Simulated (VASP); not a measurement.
Set up this calculation in VASP 6.6.1, as the native input.

| Property | Result |
| --- | --- |
| Task | band structure |
| Functional | AM05 |
| Potentials or basis | VASP PAW PBE potentials, release 64 (Al, O) |
| Cutoff | 520 eV |
| k mesh | 7 × 7 × 3 |
| Occupations | fermi-dirac, width 0.05 eV |
| Spin | no spin polarisation |
| Further INCAR settings | ALGO = Normal; EDIFF = 1e-06 |

The system is Al2O3.

```
Al O
1.0
     3.01748    0.00000    0.00000
    -1.50874    2.61322    0.00000
     0.00000    0.00000    7.57464
Al O
2 3
Direct
  0.00000 0.00000 0.72205
  0.00000 0.00000 0.27795
  0.00000 0.00000 0.50000
  0.66667 0.33333 0.80055
  0.33333 0.66667 0.19945
```

Measurements of this composition are mostly on another form, of space group No. 167.

One way to write it, as run:

POSCAR

```
Al2O3
1.0
    3.0174825440      0.0000000000      0.0000000000
   -1.5087412720      2.6132165386      0.0000000000
    0.0000000000      0.0000000000      7.5746360022
Al O
2 3
Direct
    0.0000000000      0.0000000000      0.7220490000
    0.0000000000      0.0000000000      0.2779510000
    0.0000000000      0.0000000000      0.5000000000
    0.6666666667      0.3333333333      0.8005460000
    0.3333333333      0.6666666667      0.1994540000
```

INCAR.step1

```
SYSTEM = Al2O3
PREC = Accurate ; ENCUT = 520
EDIFF = 1E-6 ; ISMEAR = -1
SIGMA = 0.05 ; LREAL = .False.
LASPH = .True. ; NELM = 100
ALGO = Normal ; ISIF = 2
LWAVE = .False. ; LCHARG = .True.
GGA = AM
```

KPOINTS.step1

```
regular mesh
0
Gamma
  7 7 3
  0 0 0
```

INCAR.step2

```
SYSTEM = Al2O3
PREC = Accurate ; ENCUT = 520
EDIFF = 1E-6 ; ISMEAR = 0
SIGMA = 0.05 ; LREAL = .False.
LASPH = .True. ; NELM = 100
ALGO = Normal ; ISIF = 2
LWAVE = .False. ; LCHARG = .False.
GGA = AM ; ICHARG = 11
```

KPOINTS.step2

```
path GMKGALHA,LM,KH
20
line-mode
reciprocal
 0.0000000000  0.0000000000  0.0000000000  G
 0.5000000000  0.0000000000  0.0000000000  M

 0.5000000000  0.0000000000  0.0000000000  M
 0.3333333333  0.3333333333  0.0000000000  K

 0.3333333333  0.3333333333  0.0000000000  K
 0.0000000000  0.0000000000  0.0000000000  G

 0.0000000000  0.0000000000  0.0000000000  G
 0.0000000000  0.0000000000  0.5000000000  A

 0.0000000000  0.0000000000  0.5000000000  A
 0.5000000000  0.0000000000  0.5000000000  L

 0.5000000000  0.0000000000  0.5000000000  L
 0.3333333333  0.3333333333  0.5000000000  H

 0.3333333333  0.3333333333  0.5000000000  H
 0.0000000000  0.0000000000  0.5000000000  A

 0.5000000000  0.0000000000  0.5000000000  L
 0.5000000000  0.0000000000  0.0000000000  M

 0.3333333333  0.3333333333  0.0000000000  K
 0.3333333333  0.3333333333  0.5000000000  H
```

Potentials or basis: VASP PAW PBE potentials, release 64 (Al, O).

Command:

```bash
$ cat potpaw_PBE.64/Al/POTCAR potpaw_PBE.64/O/POTCAR > POTCAR
$ cp INCAR.step1 INCAR
$ cp KPOINTS.step1 KPOINTS
$ mpirun -np 1 vasp_std > vasp.out
$ cp INCAR.step2 INCAR
$ cp KPOINTS.step2 KPOINTS
$ mpirun -np 1 vasp_std > vasp.out
```

It gave:

```
Band gap on the k mesh  : 2.32 eV, direct
Band gap along the path : 2.32 eV, direct
```

Caveat: the log is that of the step along the path at fixed density, whose energy, stress, charges and moments have no meaning.

Run time: 63 s on 1 thread of Intel(R) Xeon(R) Platinum 8488C (Sapphire Rapids), on a shared host, peak memory 0.25 GiB.
